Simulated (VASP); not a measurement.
# BN (Qingsongite) (F-43m) in VASP: a series of runs

The runs below take BN (Qingsongite) through single point, with PBE.

All numbers are computed with VASP 6.6.1; they aren't measurements. Logs are shortened: lines on timing, memory, paths and dates and some standing lists are left out, and cuts for length are marked.

**Experimental background.**

From a printed reference work, monograph, for a bulk crystal of BN at 300 K: band gap 6.4 eV (indirect).

The results are compared with them further down.

### Step 1. The cell of the first run

It takes space group F-43m (No. 216, cubic). Conventional cell: a = 3.610 Å, b = 3.610 Å, c = 3.610 Å, α = 90.00°, β = 90.00°, γ = 90.00°. Within 2.1 Å of B (site symmetry -43m) lie 4 N at 1.56 Å. Within 2.1 Å of N (site symmetry -43m) lie 4 B at 1.56 Å.

### Step 2. Single point, PBE

File INCAR:

```
SYSTEM = BN
PREC = Accurate
ENCUT = 520
EDIFF = 1E-6
ISMEAR = 0
SIGMA = 0.01
LREAL = .FALSE.
LASPH = .TRUE.
NELM = 100
ALGO = Normal
ISIF = 2
LWAVE = .FALSE.
LCHARG = .FALSE.
GGA = PE
NBANDS = 11
```

File KPOINTS:

```
regular mesh
0
G
  6 6 6
  0 0 0
```

File POSCAR:

```
BN
1.0
    0.0000000000      1.8048245570      1.8048245570
    1.8048245570      0.0000000000      1.8048245570
    1.8048245570      1.8048245570      0.0000000000
B N
1 1
Direct
    0.0000000000      0.0000000000      0.0000000000
    0.2500000000      0.2500000000      0.2500000000
```

Potentials or basis: VASP PAW PBE potentials, release 64 (B, N).

The run is started by

```sh
> cat potpaw_PBE.64/B/POTCAR potpaw_PBE.64/N/POTCAR > POTCAR
> mpirun -np 1 vasp_std > vasp.out
```

OUTCAR:

```text
SYSTEM = BN
   PREC = Accurate
   ENCUT = 520
   EDIFF = 1E-6
   ISMEAR = 0
   LREAL = .FALSE.
   LASPH = .TRUE.
   NELM = 100
   ISIF = 2
   GGA = PE

 ion  position               nearest neighbor table
   1  0.000  0.000  0.000-   2 1.56   2 1.56   2 1.56   2 1.56
   2  0.250  0.250  0.250-   1 1.56   1 1.56   1 1.56   1 1.56

  LATTYP: Found a face centered cubic cell.
 ALAT       =     3.6096491140

  Lattice vectors:

 A1 = (   0.0000000000,   1.8048245570,   1.8048245570)
 A2 = (   1.8048245570,   0.0000000000,   1.8048245570)
 A3 = (   1.8048245570,   1.8048245570,   0.0000000000)

Analysis of symmetry for initial positions (statically):
=====================================================================
 Subroutine PRICEL returns:
 Original cell was already a primitive cell.

 Routine SETGRP: Setting up the symmetry group for a
 face centered cubic supercell.

 Subroutine GETGRP returns: Found 24 space group operations
 (whereof 24 operations were pure point group operations)
 out of a pool of 48 trial point group operations.

The static configuration has the point symmetry T_d .

Analysis of symmetry for dynamics (positions and initial velocities):
=====================================================================
 Subroutine PRICEL returns:
 Original cell was already a primitive cell.

 Routine SETGRP: Setting up the symmetry group for a
 face centered cubic supercell.

 Subroutine GETGRP returns: Found 24 space group operations
 (whereof 24 operations were pure point group operations)
 out of a pool of 48 trial point group operations.

The dynamic configuration has the point symmetry T_d .

 Subroutine INISYM returns: Found 24 space group operations
 (whereof 24 operations are pure point group operations),
 and found     1 'primitive' translations

----------------------------------------------------------------------------------------

                                     Primitive cell

  volume of cell :      11.7580

  direct lattice vectors                    reciprocal lattice vectors
     0.000000000  1.804824557  1.804824557    -0.277035238  0.277035238  0.277035238
     1.804824557  0.000000000  1.804824557     0.277035238 -0.277035238  0.277035238
     1.804824557  1.804824557  0.000000000     0.277035238  0.277035238 -0.277035238

  length of vectors
     2.552407366  2.552407366  2.552407366     0.479839107  0.479839107  0.479839107

  position of ions in fractional coordinates (direct lattice)
     0.000000000  0.000000000  0.000000000
     0.250000000  0.250000000  0.250000000

  ion indices of the primitive-cell ions
   primitive index   ion index
                 1           1
                 2           2

----------------------------------------------------------------------------------------

 KPOINTS: regular mesh

Automatic generation of k-mesh.
 Grid dimensions read from file:
 generate k-points for:    6    6    6

 Generating k-lattice:

  Cartesian coordinates                     Fractional coordinates (reciprocal lattice)
    -0.046172540  0.046172540  0.046172540     0.166666667  0.000000000  0.000000000
     0.046172540 -0.046172540  0.046172540     0.000000000  0.166666667  0.000000000
     0.046172540  0.046172540 -0.046172540     0.000000000  0.000000000  0.166666667

  Length of vectors
     0.079973185  0.079973185  0.079973185

  Shift w.r.t. Gamma in fractional coordinates (k-lattice)
     0.000000000  0.000000000  0.000000000

 Subroutine IBZKPT returns following result:
 ===========================================

 Found     16 irreducible k-points:

 Following reciprocal coordinates:
            Coordinates               Weight
  0.000000  0.000000  0.000000      1.000000
  0.166667  0.000000  0.000000      8.000000
  0.333333  0.000000  0.000000      8.000000
  0.500000  0.000000  0.000000      4.000000
  0.166667  0.166667  0.000000      6.000000
  0.333333  0.166667  0.000000     24.000000
[... 8 lines left out ...]
 -0.333333  0.333333  0.166667     24.000000
 -0.333333  0.500000  0.166667     12.000000
   k-points           NKPTS =     16   k-points in BZ     NKDIM =     16   number of bands    NBANDS=     11
   number of dos      NEDOS =    301   number of ions     NIONS =      2
   total plane-waves  NPLWV =   8000
   dimension x,y,z NGX =    20 NGY =   20 NGZ =   20
   dimension x,y,z NGXF=    40 NGYF=   40 NGZF=   40
   ions per type =               1   1
   NGX,Y,Z   is equivalent  to a cutoff of  13.03, 13.03, 13.03 a.u.
   NGXF,Y,Z  is equivalent  to a cutoff of  26.05, 26.05, 26.05 a.u.
 SYSTEM =  BN
   PREC   = accura    normal or accurate (medium, high low for compatibility)
   ISTART =      0    job   : 0-new  1-cont  2-samecut
   ICHARG =      2    charge: 1-file 2-atom 10-const
   ISPIN  =      1    spin polarized calculation?
   LNONCOLLINEAR =      F non collinear calculations
   LSORBIT =      F    spin-orbit coupling
   LASPH  =      T    aspherical Exc in radial PAW
   ENCUT  =  520.0 eV  38.22 Ry    6.18 a.u.   4.75  4.75  4.75*2*pi/ulx,y,z
   NELM   =    100;   NELMIN=  2; NELMDL= -5     # of ELM steps
   EDIFF  = 0.1E-05   stopping-criterion for ELM
   LREAL  =      F    real-space projection
   EDIFFG = 0.1E-04   stopping-criterion for IOM
   NSW    =      0    number of steps for IOM
   IBRION =     -1    ionic relax: 0-MD 1-quasi-New 2-CG
   NFREE  =      0    steps in history (QN), initial steepest desc. (CG)
   ISIF   =      2    stress and relaxation
   ISYM   =      2    0-nonsym 1-usesym 2-fastsym
   POTIM  = 0.5000    time-step for ionic-motion
   TEBEG  =    0.0;   TEEND  =   0.0 temperature during run
   PSTRESS=    0.0 pullay stress
   NELECT =       8.0000    total number of electrons
   NUPDOWN=      -1.0000    fix difference up-down
   EMIN   =  10.00;   EMAX   =-10.00  energy-range for DOS
   EFERMI =   0.00;   METHOD = LEGACY
   ISMEAR =     0;   SIGMA  =   0.01  broadening in eV -4-tet -1-fermi 0-gaus
   EFERMI_NEDOS =   21; number of points for ismear=-14 and -15
   IALGO  =     38    algorithm
   IMIX   =      4    mixing-type and parameters
     AMIX     =   0.40;   BMIX     =  1.00
     AMIX_MAG =   1.60;   BMIX_MAG =  1.00
  volume/ion in A,a.u.               =       5.88        39.67
  Fermi-wavevector in a.u.,A,eV,Ry     =   1.439881  2.720980 28.208365  2.073256
  Thomas-Fermi vector in A             =   2.558687
   LORBIT       =      0    0 simple, 1 ext, 2 COOP (PROOUT), +10 PAW based schemes
   GGA     = PE    functional components
   LHFCALC =     F    Hartree Fock is set to
   AEXX    =    0.0000 exact exchange contribution
   IVDW    =     0    specifies the selected vdW correction
   LEPSILON=     F    determine dielectric tensor
   LRPA    =     F    only Hartree local field effects (RPA)
 non-spin polarized calculation
 Gauss-broadening in eV      SIGMA  =   0.01
  energy-cutoff  :      520.00
  volume of cell :       11.76
 maximum number of plane-waves:       332
   NGX =  9   NGY =  9   NGZ =  9

 number of electron       7.9999999 magnetization

 Free energy of the ion-electron system (eV)
  ---------------------------------------------------
  ext. energy  EPLUGINS =         0.00000000
  ---------------------------------------------------
  free energy    TOTEN  =       -17.44444479 eV

  energy without entropy =      -17.44444479  energy(sigma->0) =      -17.44444479

 E-fermi :   7.5444     XC(G=0): -12.8432

 val. band max:        7.4606055468   @ k =   0.0000   0.0000   0.0000
 cond. band min:      11.9226867742   @ k =   0.5000   0.5000   0.0000
 fundamental gap:      4.4620812274
 Fermi energy:         7.5444369367

 k-point     1 :       0.0000    0.0000    0.0000
  band No.  band energies     occupation
      1     -12.8219      2.00000
      2       7.4606      2.00000
      3       7.4606      2.00000
      4       7.4606      2.00000
      5      16.2994      0.00000
      6      16.2994      0.00000
      7      16.2994      0.00000
      8      17.8818      0.00000
      9      32.2944      0.00000
     10      35.2809      0.00000
     11      35.2809      0.00000

 k-point     2 :       0.1667    0.0000    0.0000
  band No.  band energies     occupation
      1     -12.1494      2.00000
      2       4.4389      2.00000
      3       6.8371      2.00000
      4       6.8371      2.00000
      5      16.8424      0.00000
      6      17.2150      0.00000
      7      17.2150      0.00000
      8      19.7621      0.00000
      9      31.5030      0.00000
     10      31.5030      0.00000
     11      31.5143      0.00000

 k-point     3 :       0.3333    0.0000    0.0000
  band No.  band energies     occupation
      1     -10.2782      2.00000
      2      -0.4342      2.00000
      3       5.8924      2.00000
      4       5.8924      2.00000
      5      17.4209      0.00000
      6      18.1375      0.00000
      7      18.1375      0.00000
      8      22.0484      0.00000
      9      30.7460      0.00000
     10      31.9024      0.00000
     11      31.9024      0.00000

 k-point     4 :       0.5000    0.0000    0.0000
  band No.  band energies     occupation
      1      -8.5831      2.00000
      2      -3.2719      2.00000
      3       5.5116      2.00000
      4       5.5116      2.00000
      5      17.6626      0.00000
      6      18.1891      0.00000
      7      18.1891      0.00000
      8      22.7627      0.00000
      9      30.9788      0.00000
     10      34.3430      0.00000
     11      34.4327      0.00000
[... 127 lines left out ...]
 k-point    14 :       0.5000    0.3333    0.1667
  band No.  band energies     occupation
      1      -8.7837      2.00000
      2      -0.0068      2.00000
      3       1.9998      2.00000
      4       3.9043      2.00000
      5      16.2571      0.00000
      6      19.3817      0.00000
      7      20.6696      0.00000
      8      23.0784      0.00000
      9      27.1914      0.00000
     10      33.1310      0.00000
     11      35.7738      0.00000

 k-point    15 :      -0.3333    0.3333    0.1667
  band No.  band energies     occupation
      1      -7.4370      2.00000
      2      -1.5298      2.00000
      3       1.3801      2.00000
      4       2.9433      2.00000
      5      16.9688      0.00000
      6      19.3085      0.00000
      7      22.4753      0.00000
      8      23.9053      0.00000
      9      25.6119      0.00000
     10      33.2435      0.00000
     11      35.6196      0.00000

 k-point    16 :      -0.3333    0.5000    0.1667
  band No.  band energies     occupation
      1      -6.9792      2.00000
      2      -0.7563      2.00000
      3       1.2408      2.00000
      4       1.2800      2.00000
      5      15.2471      0.00000
      6      19.5124      0.00000
      7      22.5998      0.00000
      8      24.3111      0.00000
      9      27.1006      0.00000
     10      33.4194      0.00000
     11      37.7229      0.00000

------------------------ aborting loop because EDIFF is reached ----------------------------------------

  FORCE on cell =-STRESS in cart. coord.  units (eV):
  Direction    XX          YY          ZZ          XY          YZ          ZX
  --------------------------------------------------------------------------------------
  -------------------------------------------------------------------------------------
  Total        0.3714447      0.3714447      0.3714447     -0.0000000      0.0000000      0.0000000
  in kB       50.6138909     50.6138909     50.6138909     -0.0000000      0.0000000      0.0000000
  external PRESSURE =      50.6138909 kB  Pullay stress =       0.0000000 kB

 VOLUME and BASIS-vectors are now :
 -----------------------------------------------------------------------------
  energy-cutoff  :      520.00
  volume of cell :       11.76
      direct lattice vectors                 reciprocal lattice vectors
     0.000000000  1.804824557  1.804824557    -0.277035238  0.277035238  0.277035238
     1.804824557  0.000000000  1.804824557     0.277035238 -0.277035238  0.277035238
     1.804824557  1.804824557  0.000000000     0.277035238  0.277035238 -0.277035238

 POSITION                                       TOTAL-FORCE (eV/Angst)
 -----------------------------------------------------------------------------------
      0.00000      0.00000      0.00000         0.000000      0.000000      0.000000
      0.90241      0.90241      0.90241        -0.000000     -0.000000     -0.000000
 -----------------------------------------------------------------------------------
    total drift:                                0.000000      0.000000      0.000000

  FREE ENERGIE OF THE ION-ELECTRON SYSTEM (eV)
  ---------------------------------------------------
  free  energy   TOTEN  =       -17.4444447922 eV

  energy  without entropy=      -17.4444447922  energy(sigma->0) =      -17.44444479
```

Wall time 3.4 s (1 thread of AMD EPYC 7R13 (Zen 3), shared host); peak memory 0.08 GiB.

What came out:

```
Free energy            : -17.4444 eV
Pressure               : 5.1 GPa
Band gap on the k mesh : 4.46 eV, indirect (least direct gap 8.84 eV)
```

Caveat: the k points lie up to 0.50 Å⁻¹ apart. A k mesh can miss the band edges.

### Step 3. Single point, PBE

This run uses another cell than the first one, of 5.95 Å³/atom, 1.013 times its volume.

File INCAR:

```
SYSTEM = BN
ALGO = Normal
EDIFF = 1E-6
ENCUT = 520
GGA = PE
ISIF = 2
ISMEAR = -1
LASPH = .True.
LCHARG = .False.
LREAL = .False.
LWAVE = .False.
NBANDS = 11
NELM = 100
PREC = Accurate
SIGMA = 0.02
```

File KPOINTS:

```
k-points
0
Gamma
  10 10 10
  0 0 0
```

File POSCAR:

```
BN
1.0
    0.0000000000      1.8123497995      1.8123497995
    1.8123497995      0.0000000000      1.8123497995
    1.8123497995      1.8123497995      0.0000000000
B N
1 1
Direct
    0.0000000000      0.0000000000      0.0000000000
    0.2500000000      0.2500000000      0.2500000000
```

Potentials or basis: VASP PAW PBE potentials, release 64 (B, N).

The run is started by

```sh
> cat potpaw_PBE.64/B/POTCAR potpaw_PBE.64/N/POTCAR > POTCAR
> mpirun -np 1 vasp_std > vasp.out
```

Wall time 8.3 s (1 thread of AMD EPYC 7R13 (Zen 3), shared host); peak memory 0.09 GiB.

It converged, with:

```yaml
Free_energy: -17.4510 eV
Pressure: 0.2 GPa
Band_gap_on_the_k_mesh: 4.45 eV, indirect (least direct gap 8.78 eV)
```

Levels at points of the mesh, in eV from the valence-band top:
| k point | band 1 | band 2 | band 3 | band 4 | band 5 | band 6 | band 7 | band 8 |
| --- | --- | --- | --- | --- | --- | --- | --- | --- |
| (0.00, 0.00, 0.00) | -20.14 | 0.00 | 0.00 | 0.00 | 8.78 | 8.78 | 8.78 | 10.22 |
| (0.50, 0.00, 0.00) | -15.96 | -10.62 | -1.93 | -1.93 | 10.04 | 10.66 | 10.66 | 15.17 |
| (0.50, 0.50, 0.00) | -14.61 | -8.86 | -4.86 | -4.86 | 4.45 | 9.19 | 17.79 | 17.79 |

### Step 4. Against experiment

Step 3. A measured gap of BN is 6.4 eV (indirect; 300 K; a printed reference work, monograph); the calculated 4.45 eV misses it by -1.95 eV. The value is that of PBE on a finite k mesh, which can miss the band edges, without temperature or zero-point motion. Semilocal functionals fall short of measured gaps as a rule.
